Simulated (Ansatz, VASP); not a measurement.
Two plane-wave programs on MgI2

```
Mg I
1.0
     4.16183    0.00000    0.00000
    -2.08091    3.60425    0.00000
     0.00000    0.00000    7.72747
Mg I
1 2
Direct
  0.00000 0.00000 0.00000
  0.33333 0.66667 0.78203
  0.66667 0.33333 0.21797
```

Alike in both runs: task single point; functional PBE; k mesh 6 × 6 × 4; occupations gaussian, width 0.05 eV; no spin polarisation.

```csv
,VASP,Ansatz
version,VASP 6.6.1,Ansatz 0.2.0
potentials or method,"VASP PAW PBE potentials, release 64 (Mg, I)","scalar-relativistic, plane waves, PAW"
plane-wave cutoff (eV),520,520
valence electrons in the cell,16,44
```

|  | VASP | Ansatz | Ansatz less VASP |
| --- | --- | --- | --- |
| gap on the k mesh at the Fermi level (eV) | 3.58 | 3.60 | +0.017 |
| least direct gap on the mesh (eV) | 3.74 | 3.75 | +0.014 |
| pressure (GPa) | 0.4 | 0.4 | +0.05 |
| largest component of the traceless stress (GPa) | 0.30 | 0.31 | +0.007 |
| rms of the force components (eV/Å) | 0.003 | 0.008 | +0.0046 |

Atom by atom the forces differ by 0.005 eV/Å (rms over components). The two sets of potentials don't hold the same shells in valence.

Caveats: spin-orbit coupling is left out, which moves the levels of the heavy elements; this functional lacks dispersion, which binds the layers, so the pressure and a relaxed spacing across them are unreliable. A k mesh can miss the band edges.
